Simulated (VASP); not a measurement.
# CaF2 (ae) (Fm-3m) in VASP: single point with PBEsol

Aim: the single point of CaF2 (ae) with PBEsol.

Program: VASP 6.6.1. These are calculated values, not measurements. Logs are shortened: lines on timing, memory, paths and dates and some standing lists are left out, and cuts for length are marked.

## (1) The crystal as given

Symmetry: Fm-3m, No. 225, cubic system. Conventional cell: a = 5.421 Å, b = 5.421 Å, c = 5.421 Å, α = 90.00°, β = 90.00°, γ = 90.00°. Ca (site symmetry m-3m) has 8 F at 2.35 Å as nearest neighbours. Around F (site symmetry -43m) lie 4 Ca at 2.35 Å.

## (2) Single point, PBEsol

INCAR

```
SYSTEM = CaF2
PREC = Accurate
ENCUT = 520
EDIFF = 1E-6
ISMEAR = 0
SIGMA = 0.02
LREAL = .FALSE.
LASPH = .TRUE.
NELM = 100
ALGO = Normal
ISIF = 2
LWAVE = .FALSE.
LCHARG = .FALSE.
GGA = PS
NBANDS = 19
```

KPOINTS

```
regular mesh
0
G
  8 8 8
  0 0 0
```

POSCAR

```
CaF2
1.0
    0.0000000000      2.7103834723      2.7103834723
    2.7103834723      0.0000000000      2.7103834723
    2.7103834723      2.7103834723      0.0000000000
Ca F
1 2
Direct
    0.0000000000      0.0000000000      0.0000000000
    0.2500000000      0.2500000000      0.2500000000
    0.7500000000      0.7500000000      0.7500000000
```

Potentials or basis: VASP PAW PBE potentials, release 64 (Ca_sv, F).

Started as:

```console
$ cat potpaw_PBE.64/Ca_sv/POTCAR potpaw_PBE.64/F/POTCAR > POTCAR
$ mpirun -np 1 vasp_std > vasp.out
```

OUTCAR:

```text
SYSTEM = CaF2
   PREC = Accurate
   ENCUT = 520
   EDIFF = 1E-6
   ISMEAR = 0
   LREAL = .FALSE.
   LASPH = .TRUE.
   NELM = 100
   ISIF = 2
   GGA = PS

 ion  position               nearest neighbor table
   1  0.000  0.000  0.000-   3 2.35   3 2.35   3 2.35   2 2.35   3 2.35   2 2.35   2 2.35   2 2.35

   2  0.250  0.250  0.250-   1 2.35   1 2.35   1 2.35   1 2.35
   3  0.750  0.750  0.750-   1 2.35   1 2.35   1 2.35   1 2.35

  LATTYP: Found a face centered cubic cell.
 ALAT       =     5.4207669446

  Lattice vectors:

 A1 = (   0.0000000000,   2.7103834723,   2.7103834723)
 A2 = (   2.7103834723,   0.0000000000,   2.7103834723)
 A3 = (   2.7103834723,   2.7103834723,   0.0000000000)

Analysis of symmetry for initial positions (statically):
=====================================================================
 Subroutine PRICEL returns:
 Original cell was already a primitive cell.

 Routine SETGRP: Setting up the symmetry group for a
 face centered cubic supercell.

 Subroutine GETGRP returns: Found 48 space group operations
 (whereof 48 operations were pure point group operations)
 out of a pool of 48 trial point group operations.

The static configuration has the point symmetry O_h .

Analysis of symmetry for dynamics (positions and initial velocities):
=====================================================================
 Subroutine PRICEL returns:
 Original cell was already a primitive cell.

 Routine SETGRP: Setting up the symmetry group for a
 face centered cubic supercell.

 Subroutine GETGRP returns: Found 48 space group operations
 (whereof 48 operations were pure point group operations)
 out of a pool of 48 trial point group operations.

The dynamic configuration has the point symmetry O_h .

 Subroutine INISYM returns: Found 48 space group operations
 (whereof 48 operations are pure point group operations),
 and found     1 'primitive' translations

----------------------------------------------------------------------------------------

                                     Primitive cell

  volume of cell :      39.8219

  direct lattice vectors                    reciprocal lattice vectors
     0.000000000  2.710383472  2.710383472    -0.184475741  0.184475741  0.184475741
     2.710383472  0.000000000  2.710383472     0.184475741 -0.184475741  0.184475741
     2.710383472  2.710383472  0.000000000     0.184475741  0.184475741 -0.184475741

  length of vectors
     3.833061066  3.833061066  3.833061066     0.319521357  0.319521357  0.319521357

  position of ions in fractional coordinates (direct lattice)
     0.000000000  0.000000000  0.000000000
     0.250000000  0.250000000  0.250000000
     0.750000000  0.750000000  0.750000000

  ion indices of the primitive-cell ions
   primitive index   ion index
                 1           1
                 2           2
                 3           3

----------------------------------------------------------------------------------------

 KPOINTS: regular mesh

Automatic generation of k-mesh.
 Grid dimensions read from file:
 generate k-points for:    8    8    8

 Generating k-lattice:

  Cartesian coordinates                     Fractional coordinates (reciprocal lattice)
    -0.023059468  0.023059468  0.023059468     0.125000000  0.000000000  0.000000000
     0.023059468 -0.023059468  0.023059468     0.000000000  0.125000000  0.000000000
     0.023059468  0.023059468 -0.023059468     0.000000000  0.000000000  0.125000000

  Length of vectors
     0.039940170  0.039940170  0.039940170

  Shift w.r.t. Gamma in fractional coordinates (k-lattice)
     0.000000000  0.000000000  0.000000000

 Subroutine IBZKPT returns following result:
 ===========================================

 Found     29 irreducible k-points:

 Following reciprocal coordinates:
            Coordinates               Weight
  0.000000  0.000000  0.000000      1.000000
  0.125000  0.000000  0.000000      8.000000
  0.250000  0.000000  0.000000      8.000000
  0.375000  0.000000  0.000000      8.000000
  0.500000  0.000000  0.000000      4.000000
  0.125000  0.125000  0.000000      6.000000
[... 16 lines left out ...]
  0.500000  0.250000  0.125000     48.000000
 -0.375000  0.250000  0.125000     24.000000
 [... further k-points ...]
   k-points           NKPTS =     29   k-points in BZ     NKDIM =     29   number of bands    NBANDS=     19
   number of dos      NEDOS =    301   number of ions     NIONS =      3
   total plane-waves  NPLWV =  27000
   dimension x,y,z NGX =    30 NGY =   30 NGZ =   30
   dimension x,y,z NGXF=    60 NGYF=   60 NGZF=   60
   ions per type =               1   2
   NGX,Y,Z   is equivalent  to a cutoff of  13.01, 13.01, 13.01 a.u.
   NGXF,Y,Z  is equivalent  to a cutoff of  26.02, 26.02, 26.02 a.u.
 SYSTEM =  CaF2
   PREC   = accura    normal or accurate (medium, high low for compatibility)
   ISTART =      0    job   : 0-new  1-cont  2-samecut
   ICHARG =      2    charge: 1-file 2-atom 10-const
   ISPIN  =      1    spin polarized calculation?
   LNONCOLLINEAR =      F non collinear calculations
   LSORBIT =      F    spin-orbit coupling
   LASPH  =      T    aspherical Exc in radial PAW
   ENCUT  =  520.0 eV  38.22 Ry    6.18 a.u.   7.13  7.13  7.13*2*pi/ulx,y,z
   NELM   =    100;   NELMIN=  2; NELMDL= -5     # of ELM steps
   EDIFF  = 0.1E-05   stopping-criterion for ELM
   LREAL  =      F    real-space projection
   EDIFFG = 0.1E-04   stopping-criterion for IOM
   NSW    =      0    number of steps for IOM
   IBRION =     -1    ionic relax: 0-MD 1-quasi-New 2-CG
   NFREE  =      0    steps in history (QN), initial steepest desc. (CG)
   ISIF   =      2    stress and relaxation
   ISYM   =      2    0-nonsym 1-usesym 2-fastsym
   POTIM  = 0.5000    time-step for ionic-motion
   TEBEG  =    0.0;   TEEND  =   0.0 temperature during run
   PSTRESS=    0.0 pullay stress
   NELECT =      24.0000    total number of electrons
   NUPDOWN=      -1.0000    fix difference up-down
   EMIN   =  10.00;   EMAX   =-10.00  energy-range for DOS
   EFERMI =   0.00;   METHOD = LEGACY
   ISMEAR =     0;   SIGMA  =   0.02  broadening in eV -4-tet -1-fermi 0-gaus
   EFERMI_NEDOS =   21; number of points for ismear=-14 and -15
   IALGO  =     38    algorithm
   IMIX   =      4    mixing-type and parameters
     AMIX     =   0.40;   BMIX     =  1.00
     AMIX_MAG =   1.60;   BMIX_MAG =  1.00
  volume/ion in A,a.u.               =      13.27        89.58
  Fermi-wavevector in a.u.,A,eV,Ry     =   1.382838  2.613184 26.017602  1.912240
  Thomas-Fermi vector in A             =   2.507492
   LORBIT       =      0    0 simple, 1 ext, 2 COOP (PROOUT), +10 PAW based schemes
   GGA     = PS    functional components
   LHFCALC =     F    Hartree Fock is set to
   AEXX    =    0.0000 exact exchange contribution
   IVDW    =     0    specifies the selected vdW correction
   LEPSILON=     F    determine dielectric tensor
   LRPA    =     F    only Hartree local field effects (RPA)
 non-spin polarized calculation
 Gauss-broadening in eV      SIGMA  =   0.02
  energy-cutoff  :      520.00
  volume of cell :       39.82
 maximum number of plane-waves:      1090
 NGX is ok and might be reduce to    30
   NGX = 15   NGY = 15   NGZ = 15

 number of electron      23.9999982 magnetization

 Free energy of the ion-electron system (eV)
  ---------------------------------------------------
  ext. energy  EPLUGINS =         0.00000000
  ---------------------------------------------------
  free energy    TOTEN  =       -17.89991053 eV

  energy without entropy =      -17.89991053  energy(sigma->0) =      -17.89991053

 E-fermi :  -0.8377     XC(G=0): -10.0159

 val. band max:       -0.9608388967   @ k =   0.5000   0.5000   0.0000
 cond. band min:       6.2622062084   @ k =   0.0000   0.0000   0.0000
 fundamental gap:      7.2230451051
 Fermi energy:        -0.8377311757

 k-point     1 :       0.0000    0.0000    0.0000
  band No.  band energies     occupation
      1     -36.6650      2.00000
      2     -20.8397      2.00000
      3     -20.0150      2.00000
      4     -17.6893      2.00000
      5     -17.6893      2.00000
      6     -17.6893      2.00000
[... 11 lines left out ...]
     18      10.4430      0.00000
     19      15.9770      0.00000

 k-point     2 :       0.1250    0.0000    0.0000
  band No.  band energies     occupation
      1     -36.6592      2.00000
      2     -20.8828      2.00000
      3     -20.0573      2.00000
      4     -17.6965      2.00000
      5     -17.6965      2.00000
      6     -17.6165      2.00000
[... 11 lines left out ...]
     18      10.3995      0.00000
     19      15.2615      0.00000

 k-point     3 :       0.2500    0.0000    0.0000
  band No.  band energies     occupation
      1     -36.6452      2.00000
      2     -20.9557      2.00000
      3     -20.1957      2.00000
      4     -17.7135      2.00000
      5     -17.7135      2.00000
      6     -17.4322      2.00000
[... 11 lines left out ...]
     18      10.2950      0.00000
     19      13.9924      0.00000

 k-point     4 :       0.3750    0.0000    0.0000
  band No.  band energies     occupation
      1     -36.6311      2.00000
      2     -20.9837      2.00000
      3     -20.3795      2.00000
      4     -17.7304      2.00000
      5     -17.7304      2.00000
      6     -17.2407      2.00000
[... 11 lines left out ...]
     18      10.1911      0.00000
     19      13.0858      0.00000

 k-point     5 :       0.5000    0.0000    0.0000
  band No.  band energies     occupation
      1     -36.6253      2.00000
      2     -20.9769      2.00000
      3     -20.4733      2.00000
      4     -17.7374      2.00000
      5     -17.7374      2.00000
      6     -17.1602      2.00000
[... 11 lines left out ...]
     18      10.1485      0.00000
     19      12.8795      0.00000

 k-point     6 :       0.1250    0.1250    0.0000
  band No.  band energies     occupation
      1     -36.6573      2.00000
      2     -20.9007      2.00000
      3     -20.0644      2.00000
      4     -17.7071      2.00000
      5     -17.7071      2.00000
      6     -17.5789      2.00000
[... 11 lines left out ...]
     18      10.3713      0.00000
     19      15.6328      0.00000

 k-point     7 :       0.2500    0.1250    0.0000
  band No.  band energies     occupation
      1     -36.6460      2.00000
      2     -20.9666      2.00000
      3     -20.1643      2.00000
      4     -17.7266      2.00000
      5     -17.7027      2.00000
      6     -17.4468      2.00000
[... 11 lines left out ...]
     18      10.3229      0.00000
     19      14.6894      0.00000

 k-point     8 :       0.3750    0.1250    0.0000
  band No.  band energies     occupation
      1     -36.6319      2.00000
      2     -20.9942      2.00000
      3     -20.3552      2.00000
      4     -17.7436      2.00000
      5     -17.6752      2.00000
      6     -17.2940      2.00000
[... 256 lines left out ...]
 k-point    20 :      -0.3750    0.3750    0.0000
  band No.  band energies     occupation
      1     -36.6132      2.00000
      2     -21.0002      2.00000
      3     -20.6171      2.00000
      4     -17.7861      2.00000
      5     -17.5696      2.00000
      6     -17.1513      2.00000
[... 11 lines left out ...]
     18      13.1662      0.00000
     19      13.7786      0.00000

 k-point    21 :       0.5000    0.5000    0.0000
  band No.  band energies     occupation
      1     -36.6122      2.00000
      2     -21.1973      2.00000
      3     -20.3433      2.00000
      4     -17.8095      2.00000
      5     -17.8095      2.00000
      6     -16.9698      2.00000
[... 11 lines left out ...]
     18      12.3900      0.00000
     19      13.9556      0.00000

 k-point    22 :       0.3750    0.2500    0.1250
  band No.  band energies     occupation
      1     -36.6347      2.00000
      2     -21.0065      2.00000
      3     -20.2942      2.00000
      4     -17.7387      2.00000
      5     -17.6707      2.00000
      6     -17.3414      2.00000
[... 11 lines left out ...]
     18      10.4005      0.00000
     19      14.5123      0.00000

 k-point    23 :       0.5000    0.2500    0.1250
  band No.  band energies     occupation
      1     -36.6234      2.00000
      2     -20.9743      2.00000
      3     -20.5120      2.00000
      4     -17.7578      2.00000
      5     -17.5734      2.00000
      6     -17.2743      2.00000
[... 11 lines left out ...]
     18      11.0159      0.00000
     19      13.8649      0.00000

 k-point    24 :      -0.3750    0.2500    0.1250
  band No.  band energies     occupation
      1     -36.6187      2.00000
      2     -20.9043      2.00000
      3     -20.6610      2.00000
      4     -17.7664      2.00000
      5     -17.5234      2.00000
      6     -17.2521      2.00000
[... 11 lines left out ...]
     18      11.5931      0.00000
     19      13.3604      0.00000

 [... further k-points ...]

------------------------ aborting loop because EDIFF is reached ----------------------------------------

  FORCE on cell =-STRESS in cart. coord.  units (eV):
  Direction    XX          YY          ZZ          XY          YZ          ZX
  --------------------------------------------------------------------------------------
  -------------------------------------------------------------------------------------
  Total        0.0838583      0.0838583      0.0838583      0.0000000     -0.0000000     -0.0000000
  in kB        3.3739175      3.3739175      3.3739175      0.0000000     -0.0000000     -0.0000000
  external PRESSURE =       3.3739175 kB  Pullay stress =       0.0000000 kB

 VOLUME and BASIS-vectors are now :
 -----------------------------------------------------------------------------
  energy-cutoff  :      520.00
  volume of cell :       39.82
      direct lattice vectors                 reciprocal lattice vectors
     0.000000000  2.710383472  2.710383472    -0.184475741  0.184475741  0.184475741
     2.710383472  0.000000000  2.710383472     0.184475741 -0.184475741  0.184475741
     2.710383472  2.710383472  0.000000000     0.184475741  0.184475741 -0.184475741

 POSITION                                       TOTAL-FORCE (eV/Angst)
 -----------------------------------------------------------------------------------
      0.00000      0.00000      0.00000        -0.000000     -0.000000      0.000000
      1.35519      1.35519      1.35519        -0.000000     -0.000000      0.000000
      4.06558      4.06558      4.06558         0.000000      0.000000     -0.000000
 -----------------------------------------------------------------------------------
    total drift:                                0.000000     -0.000000      0.000000

  FREE ENERGIE OF THE ION-ELECTRON SYSTEM (eV)
  ---------------------------------------------------
  free  energy   TOTEN  =       -17.8999105335 eV

  energy  without entropy=      -17.8999105335  energy(sigma->0) =      -17.89991053
```

Run time: 18 s. Hardware: 1 thread of Intel Xeon Platinum 8488C (Sapphire Rapids), shared host; peak memory 0.17 GiB.

Results:

* Free energy: -17.8999 eV
* Pressure: 0.3 GPa
* Band gap on the k mesh: 7.22 eV, indirect (least direct gap 7.49 eV)

Levels at points of the mesh, in eV from the valence-band top:
| k point | band 10 | band 11 | band 12 | band 13 | band 14 | band 15 |
| --- | --- | --- | --- | --- | --- | --- |
| (0.00, 0.00, 0.00) | -0.26 | -0.26 | -0.26 | 7.22 | 9.21 | 9.21 |
| (0.50, 0.00, 0.00) | -1.29 | -0.86 | -0.86 | 9.44 | 9.44 | 9.85 |
| (0.50, 0.50, 0.00) | -0.39 | -0.39 | 0.00 | 8.08 | 9.60 | 10.19 |

Caveat: the PAW data sets were made with another functional, which shifts forces and pressure a little. A hybrid or GW would open this gap; PBEsol tends to underestimate it.
